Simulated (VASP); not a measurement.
Input of a VASP 6.6.1 run:

File POSCAR:

```
Cu
1.0
   -1.4523485211      1.4523485211      1.3851948378
    1.4523485211     -1.4523485211      1.3851948378
    1.4523485211      1.4523485211     -1.3851948378
Cu
1
Direct
    0.0000000000      0.0000000000      0.0000000000
```

The input INCAR.step1:

```
SYSTEM = Cu
PREC = Accurate
ENCUT = 520
ISMEAR = -1
SIGMA = 0.05
LREAL = .False.
LASPH = .True.
NELM = 100
NBANDS = 12
GGA = PE
ALGO = Normal
EDIFF = 1E-4
LWAVE = .True.
LCHARG = .False.
```

INCAR.step2

```
SYSTEM = Cu
PREC = Accurate
ENCUT = 520
EDIFF = 1E-8
ISMEAR = -1
SIGMA = 0.05
LREAL = .False.
LASPH = .True.
NELM = 100
ALGO = Normal
ISIF = 2
LWAVE = .False.
LCHARG = .False.
METAGGA = R2SCAN
LMIXTAU = .True.
LEFG = .True.
NBANDS = 12
ISTART = 1
```

File KPOINTS:

```
regular mesh
0
Gamma
  18 18 18
  0 0 0
```

Potentials or basis: VASP PAW PBE potentials, release 64 (Cu).

Command:

```console
$ cat potpaw_PBE.64/Cu/POTCAR > POTCAR
$ cp INCAR.step1 INCAR
$ mpirun -np 1 vasp_std > vasp.out
$ cp INCAR.step2 INCAR
$ mpirun -np 1 vasp_std > vasp.out
```

Question: What does it give for the pressure?

Answer: -2.1 GPa.

Question: What does it give for the band gap on the k mesh?

Answer: None (metal or under the smearing width).

Stress tensor (GPa, compression positive):
```
-2.00  0.00  0.00
 0.00 -2.00  0.00
 0.00  0.00 -2.20
```

Caveat: the PAW data sets were made with another functional, which shifts forces and pressure a little.
